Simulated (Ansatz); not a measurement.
**Ge (Fm-3m), an elastic constant from a strain scan**

All numbers below come from Ansatz, DFT PBE+D3(BJ), scalar-relativistic, plane waves, PAW. Cutoff 420 eV, Γ-centred 20×20×20 k-points, Gaussian smearing of 0.15 eV. No spin polarisation. Energies are free energies at this smearing, counted from the undisturbed cell; pressure is positive in compression.

Reference structure (as given, not relaxed at this level; it stands at 0.8 GPa; this fcc form isn't the usual structure):

```
Ge
1.0
     0.00000    2.09836    2.09836
     2.09836    0.00000    2.09836
     2.09836    2.09836    0.00000
Ge
1
Direct
  0.00000 0.00000 0.00000
```

The cell is strained by ε times the Voigt pattern (1, 1, 0, 0, 0, 0) (xx, yy, zz, yz, xz, xy; engineering shear) with fractional coordinates fixed. The cell holds 1 atom in V0 = 18.48 Å³. The stress column is τ = (1/V0) dE/dε, got from the stress tensor σ (compression positive) at each point as −det(1 + εP) σ : P(1 + εP)⁻¹, with P the pattern as a tensor.

| ε | ΔE (meV/atom) | τ (GPa) |
| --- | --- | --- |
| -0.0200 | 10.558 | -7.624 |
| -0.0150 | 6.614 | -6.065 |
| -0.0100 | 3.554 | -4.551 |
| 0.0000 | 0.000 | -1.655 |
| 0.0050 | -0.562 | -0.306 |
| 0.0150 | 0.532 | 2.143 |
| 0.0200 | ? | ? |

Q: Which combination of elastic constants does this scan measure, and how large is it?

A: For small ε, τ = τ0 + Kε with K = pᵀCp, which for this pattern is 2(C11 + C12) in the cubic axes. The parabola through τ at ε = -0.0100, 0 and 0.0050 has slope K = 276 GPa at zero. The energies per cell, E = NΔE, of the same two points give K = 2[E(ε₊)/ε₊ − E(ε₋)/ε₋]/[(ε₊ − ε₋)V0] = 281 GPa, in agreement.

Q: Predict the withheld row at ε = 0.0200 from the harmonic law, and compare.

A: ΔE = V0(τ0 ε + Kε²/2)/N = 2.559 meV/atom and τ = 3.87 GPa. The calculation gives 2.092 meV/atom and 3.24 GPa: the energy lies 18 % below the harmonic value, as bonds soften when stretched.

In a metal these slopes depend on the k mesh and the smearing.